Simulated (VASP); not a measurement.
**Ag on the Al site in AlNi3**

How easily does Ag on the Al site form in AlNi3? The host is relaxed first, then a supercell is run with and without the defect. The start is a computed cell from the Materials Project.

Calculated with VASP 6.6.1; PBEsol, spin-polarised from a ferromagnetic start; plane waves and PAW (Ni, Al), in the first sound run; inputs show where later runs differ.

**1. The host crystal**

The structure is cubic, space group Pm-3m (No. 221). The conventional cell has a = 3.523 Å, b = 3.523 Å, c = 3.523 Å, α = 90.00°, β = 90.00°, γ = 90.00°. Nearest to Ni lie 8 Ni at 2.49 Å and 4 Al at 2.49 Å. Nearest to Al lie 12 Ni at 2.49 Å. Farther neighbours are not listed.

Structure file:

```xyz
4
Lattice="3.5231 0.0000 0.0000 0.0000 3.5231 0.0000 0.0000 0.0000 3.5231" Properties=species:S:1:pos:R:3 pbc="T T T"
Ni    1.7615    1.7615    0.0000
Ni    1.7615    0.0000    1.7615
Ni    0.0000    1.7615    1.7615
Al    0.0000    0.0000    0.0000
```

**2. Relaxing the host crystal**

First cell and atoms are relaxed at a raised cutoff, so that later runs start from this functional's own cell.

The input, INCAR:

```
SYSTEM = AlNi3
PREC = Accurate
ENCUT = 360
EDIFF = 1E-06
NELM = 120
ISMEAR = 1
SIGMA = 0.15
LREAL = .FALSE.
ALGO = Normal
GGA = PS
NBANDS = 26
ISPIN = 2
MAGMOM = 1 1 1 0
LASPH = .TRUE.
LMAXMIX = 4
LORBIT = 11
LWAVE = .FALSE.
LCHARG = .FALSE.
KPAR = 4
IBRION = 2
NSW = 40
ISIF = 3
EDIFFG = -0.02
POTIM = 0.4
```

The input, POSCAR:

```
AlNi3
1.0
    3.5230547267      0.0000000000      0.0000000000
    0.0000000000      3.5230547267      0.0000000000
    0.0000000000      0.0000000000      3.5230547267
Ni Al
3 1
Direct
    0.5000000000      0.5000000000      0.0000000000
    0.5000000000      0.0000000000      0.5000000000
    0.0000000000      0.5000000000      0.5000000000
    0.0000000000      0.0000000000      0.0000000000
```

The input, KPOINTS:

```
Automatic mesh
0
Gamma
7 7 7
0 0 0
```

Potentials, in the order of the species: Ni and Al (PBE family, release 64).

Started as:

```console
mpirun -np 4 vasp_std
```

Output:

```text
[banner, memory and clock lines left out]
running    4 mpi-ranks, on    1 nodes
 distrk:  each k-point on    1 cores,    4 groups
 distr:  one band on    1 cores,    1 groups

 POSCAR found type information on POSCAR NiAl
 POSCAR found :  2 types and       4 ions
|                                                                             |
|               ----> ADVICE to this user running VASP <----                  |
|                                                                             |
|     You enforced a specific xc type in the INCAR file but a different       |
|     [... a line on the potential file left out ...]
|     I HOPE YOU KNOW WHAT YOU ARE DOING!                                     |
|                                                                             |

 LDA part: xc-table for (Slater+PW92), standard interpolation
 POSCAR, INCAR and KPOINTS ok, starting setup
 FFT: planning ... GRIDC
 FFT: planning ... GRID_SOFT
 FFT: planning ... GRID
 WAVECAR not read
 entering main loop
       N       E                     dE             d eps       ncg     rms          rms(c)
DAV:   1     0.155845079449E+03    0.15585E+03   -0.11147E+04  2128   0.125E+03
DAV:   2    -0.208885705576E+02   -0.17673E+03   -0.16477E+03  2088   0.265E+02
DAV:   3    -0.288054358867E+02   -0.79169E+01   -0.76160E+01  2334   0.743E+01
DAV:   4    -0.289322132855E+02   -0.12678E+00   -0.12665E+00  2470   0.878E+00
DAV:   5    -0.289363861675E+02   -0.41729E-02   -0.41726E-02  2442   0.142E+00    0.217E+01
DAV:   6    -0.296842369839E+02   -0.74785E+00   -0.41886E+01  2418   0.114E+02    0.216E+01
DAV:   7    -0.243770246983E+02    0.53072E+01   -0.13764E+01  2464   0.617E+01    0.275E+00
DAV:   8    -0.243307306513E+02    0.46294E-01   -0.26862E-01  2336   0.358E+00    0.145E+00
DAV:   9    -0.243052342830E+02    0.25496E-01   -0.22147E-02  2774   0.196E+00    0.704E-01
DAV:  10    -0.243040589852E+02    0.11753E-02   -0.23906E-03  2434   0.479E-01    0.156E-01
DAV:  11    -0.243040254643E+02    0.33521E-04   -0.29231E-04  2478   0.208E-01    0.761E-02
DAV:  12    -0.243040041135E+02    0.21351E-04   -0.37911E-05  2872   0.864E-02    0.478E-02
DAV:  13    -0.243040032240E+02    0.88941E-06   -0.79351E-06  2366   0.366E-02
   1 F= -.24304003E+02 E0= -.24304435E+02  d E =-.243040E+02  mag=     0.7549
 curvature:   0.00 expect dE= 0.000E+00 dE for cont linesearch  0.000E+00
 trial: gam= 0.00000 g(F)=  0.000E+00 g(S)=  0.146E-02 ort = 0.000E+00 (trialstep = 0.100E+01)
 search vector abs. value=  0.146E-02
 bond charge predicted
       N       E                     dE             d eps       ncg     rms          rms(c)
DAV:   1    -0.243347180683E+02   -0.30714E-01   -0.21340E-01  2138   0.697E+00    0.158E+00
DAV:   2    -0.243414439110E+02   -0.67258E-02   -0.24224E-01  2424   0.875E+00    0.156E+00
DAV:   3    -0.243053818066E+02    0.36062E-01   -0.78913E-02  2452   0.501E+00    0.202E-01
DAV:   4    -0.243048414071E+02    0.54040E-03   -0.12397E-03  2128   0.227E-01    0.965E-02
DAV:   5    -0.243047815900E+02    0.59817E-04   -0.54820E-05  3008   0.982E-02    0.297E-02
DAV:   6    -0.243047797876E+02    0.18024E-05   -0.89196E-06  2696   0.349E-02    0.110E-02
DAV:   7    -0.243047797865E+02    0.10559E-08   -0.30547E-06  2102   0.185E-02
   2 F= -.24304780E+02 E0= -.24305186E+02  d E =-.776562E-03  mag=     0.7499
 trial-energy change:   -0.000777  1 .order   -0.000520   -0.001456    0.000416
 step:   0.8705(harm=  0.7777)  dis= 0.00000  next Energy=   -24.304806 (dE=-0.803E-03)
 reached required accuracy - stopping structural energy minimisation
```

Run time: 13 s. Hardware: 4 MPI ranks of AMD EPYC 7R43, shared host; peak memory 0.48 GiB; 50 s of CPU time.

The logs omit lines about the potential files and the build; timing stands in the text.

OUTCAR, selected parts (step 2):

```text
ion  position               nearest neighbor table
   1  0.500  0.500  0.000-   2 2.49   3 2.49   4 2.49   2 2.49   3 2.49   2 2.49   4 2.49   2 2.49
                             3 2.49   4 2.49   3 2.49   4 2.49
   2  0.500  0.000  0.500-   1 2.49   3 2.49   4 2.49   1 2.49   4 2.49   1 2.49   3 2.49   1 2.49
                             3 2.49   4 2.49   4 2.49   3 2.49
   3  0.000  0.500  0.500-   1 2.49   2 2.49   4 2.49   1 2.49   4 2.49   2 2.49   4 2.49   4 2.49
                             1 2.49   2 2.49   1 2.49   2 2.49
   4  0.000  0.000  0.000-   1 2.49   2 2.49   3 2.49   2 2.49   3 2.49   1 2.49   3 2.49   3 2.49
                             1 2.49   2 2.49   2 2.49   1 2.49

  LATTYP: Found a simple cubic cell.
 ALAT       =     3.5230547267

 Subroutine GETGRP returns: Found 48 space group operations
 (whereof 48 operations were pure point group operations)

The static configuration has the point symmetry O_h .

 Found     20 irreducible k-points:

   k-points           NKPTS =     20   k-points in BZ     NKDIM =     20   number of bands    NBANDS=     26

   dimension x,y,z NGX =    24 NGY =   24 NGZ =   24
   dimension x,y,z NGXF=    48 NGYF=   48 NGZF=   48

   ENCUT  =  360.0 eV  26.46 Ry    5.14 a.u.   5.45  5.45  5.45*2*pi/ulx,y,z

   NELECT =      33.0000    total number of electrons

 k-points in reciprocal lattice and weights: Automatic mesh
   0.00000000  0.00000000  0.00000000       0.003
   0.14285714  0.00000000  0.00000000       0.017
   0.28571429  0.00000000  0.00000000       0.017
   0.42857143  0.00000000  0.00000000       0.017
   0.14285714  0.14285714  0.00000000       0.035
   0.28571429  0.14285714  0.00000000       0.070
   0.42857143  0.14285714  0.00000000       0.070
   0.28571429  0.28571429  0.00000000       0.035
   0.42857143  0.28571429  0.00000000       0.070
[...]
0.42857143  0.42857143  0.28571429       0.070
   0.42857143  0.42857143  0.42857143       0.023

 average (electrostatic) potential at core
       1 -81.0217       2 -81.0217       3 -81.0217       4 -69.2804

 E-fermi :   9.8585

 spin component 1
 k-point     1 :       0.0000    0.0000    0.0000
  band No.  band energies     occupation
    ...
     12       9.2924      1.00000
     13       9.6018      1.01804
     14       9.7950      0.82545
     15       9.7950      0.82545
     16       9.7950      0.82545
     17      10.7274     -0.00000
     18      10.7274     -0.00000
     19      10.7274     -0.00000
     20      16.6156      0.00000
     21      16.6156      0.00000
    ...

 k-point     2 :       0.1429    0.0000    0.0000
  band No.  band energies     occupation
    ...
     12       9.2941      1.00000
     13       9.3329      1.00000
     14       9.3329      1.00000
     15       9.5071      1.00227
     16       9.7952      0.82430
     17       9.8671      0.45198
     18      11.5146     -0.00000
     19      11.5146     -0.00000
     20      16.5877      0.00000
     21      17.1198      0.00000
    ...

 k-point     3 :       0.2857    0.0000    0.0000
  band No.  band energies     occupation
    ...
     13       8.8691      1.00000
     14       9.0602      1.00000
     15       9.1798      1.00000
     16       9.3517      1.00001
     17       9.7958      0.82190
     18      12.9063      0.00000
     19      12.9063      0.00000
     20      16.5129      0.00000
     21      17.4331      0.00000
     22      18.7705      0.00000
    ...

 k-point     4 :       0.4286    0.0000    0.0000
  band No.  band energies     occupation
    ...
     13       8.6229      1.00000
     14       8.7087      1.00000
     15       8.8455      1.00000
     16       9.3502      1.00001
     17       9.7962      0.82015
     18      14.5997      0.00000
     19      14.5997      0.00000
     20      16.4357      0.00000
     21      16.5601      0.00000
     22      16.5601      0.00000
    ...

 k-point     5 :       0.1429    0.1429    0.0000
  band No.  band energies     occupation
    ...
     12       9.1335      1.00000
     13       9.1536      1.00000
     14       9.2266      1.00000
     15       9.4248      1.00017
     16       9.6803      1.03524
     17      10.2933     -0.00016
     18      10.9116     -0.00000
     19      12.0716     -0.00000
     20      16.7924      0.00000
     21      18.1382      0.00000
    ...

 k-point     6 :       0.2857    0.1429    0.0000
  band No.  band energies     occupation
    ...
     13       8.8096      1.00000
     14       9.1157      1.00000
     15       9.2573      1.00000
     16       9.4959      1.00166
     17       9.6225      1.02428
     18      11.7954     -0.00000
     19      13.3115      0.00000
     20      16.2645      0.00000
     21      17.4697      0.00000
     22      18.8002      0.00000
    ...

  Total        0.0640898      0.0640898      0.0640898      0.0000000      0.0000000      0.0000000
  in kB        2.3635430      2.3635430      2.3635430      0.0000000      0.0000000      0.0000000
  external PRESSURE =       2.3635430 kB  Pullay stress =       0.0000000 kB

  energy-cutoff  :      360.00
  volume of cell :       43.44
      direct lattice vectors                 reciprocal lattice vectors
     3.515431526  0.000000000  0.000000000     0.284460099 -0.000000000  0.000000000
     0.000000000  3.515431526  0.000000000    -0.000000000  0.284460099  0.000000000
    -0.000000000 -0.000000000  3.515431526    -0.000000000 -0.000000000  0.284460099

 POSITION                                       TOTAL-FORCE (eV/Angst)
 -----------------------------------------------------------------------------------
      1.75772      1.75772      0.00000         0.000000      0.000000      0.000000
      1.75772     -0.00000      1.75772        -0.000000     -0.000000      0.000000
     -0.00000      1.75772      1.75772        -0.000000     -0.000000      0.000000
      0.00000      0.00000      0.00000         0.000000      0.000000      0.000000
 -----------------------------------------------------------------------------------
    total drift:                                0.000000     -0.000000     -0.000000

  FREE ENERGIE OF THE ION-ELECTRON SYSTEM (eV)
  ---------------------------------------------------
  free  energy   TOTEN  =       -24.3047797865 eV

  energy  without entropy=      -24.3059992207  energy(sigma->0) =      -24.30518626

 reached required accuracy - stopping structural energy minimisation

 total charge
# of ion       s       p       d       tot
------------------------------------------
    1        0.514   0.557   8.389   9.461
    2        0.514   0.557   8.389   9.461
    3        0.514   0.557   8.389   9.461
    4        0.410   0.409   0.000   0.819
--------------------------------------------------
tot          1.951   2.081  25.168  29.201

 magnetization (x)
# of ion       s       p       d       tot
------------------------------------------
    1       -0.003  -0.008   0.274   0.263
    2       -0.003  -0.008   0.274   0.263
    3       -0.003  -0.008   0.274   0.263
    4       -0.000  -0.007   0.000  -0.007
--------------------------------------------------
tot         -0.009  -0.032   0.821   0.781

[... 6 further parts left out ...]
```

CONTCAR:

```
AlNi3
   1.00000000000000
     3.5154315259543285    0.0000000000000000    0.0000000000000000
     0.0000000000000000    3.5154315259543285    0.0000000000000000
    -0.0000000000000000   -0.0000000000000000    3.5154315259543285
  Ni              Al
     3     1
Direct
     0.5000000000000000    0.5000000000000000    0.0000000000000000
     0.5000000000000000    0.0000000000000000    0.5000000000000000
     0.0000000000000000    0.5000000000000000    0.5000000000000000
     0.0000000000000000    0.0000000000000000    0.0000000000000000
```

The magnetic state follows from one typed start and may not be the lowest. The k-mesh is coarse for a metal. The PAW data sets were made with PBE, which is usual practice but a small mismatch for other functionals. The run keeps the 48 symmetry operations of its start, so it cannot find a distortion of lower symmetry.

Step by step:

| step | energy less that of the first step (eV) | largest force (eV/Å) | pressure (GPa) | volume (Å³) |
| --- | --- | --- | --- | --- |
| 1 | 0.0000 | 0.0000 | -0.82 | 43.73 |
| 2 | -0.0008 | 0.0000 | 0.24 | 43.44 |

| conventional cell, symmetrised | before | after | change |
| --- | --- | --- | --- |
| a (Å) | 3.523 | 3.515 | -0.2 % |
| b (Å) | 3.523 | 3.515 | -0.2 % |
| c (Å) | 3.523 | 3.515 | -0.2 % |
| volume (Å³/atom) | 10.93 | 10.86 | -0.6 % |

Final coordinates:

```
Ni Al
1.0
     3.51543    0.00000    0.00000
     0.00000    3.51543    0.00000
     0.00000    0.00000    3.51543
Ni Al
3 1
Direct
  0.50000 0.50000 0.00000
  0.50000 0.00000 0.50000
  0.00000 0.50000 0.50000
  0.00000 0.00000 0.00000
```

Numbers from this step:

```
electronic cycles                                 : 20
electrons                                         : 33
free energy (TOTEN)                               : -24.30 eV
energy at zero smearing                           : -24.31 eV
Fermi energy                                      : 9.858 eV
moment of the cell, from the last line of the log : 0.7499 μB
labelled metallic, from the levels on this mesh   : yes
```

Spin moment in the PAW sphere by atom:

```csv
atom,spin moment in the PAW sphere (μB)
Ni1,0.263
Ni2,0.263
Ni3,0.263
Al4,-0.007
```

The run ended after 2 ionic steps, 0.001 eV below its first step, once forces and stress met EDIFFG = -0.02.

(Continued in part 2 of 5.)

[Lines on the potential files, build, host, timing and source positions are cut from VASP's logs without a mark.]

[Logs are printed without paths, hosts, clocks, repeated set-up lines and the standing remarks that a program may print on its own settings, such as how far it seeks lower states.]

[Hosts, paths, dates, database ids (printed as entryN), source tags and the programs' standing remarks are cut or masked in the printed files.]

[In band tables of VASP the shares of atoms and orbitals are scaled to a sum of 1 inside the atoms' spheres.]

[Runs that stopped without an error message from VASP are left out.]
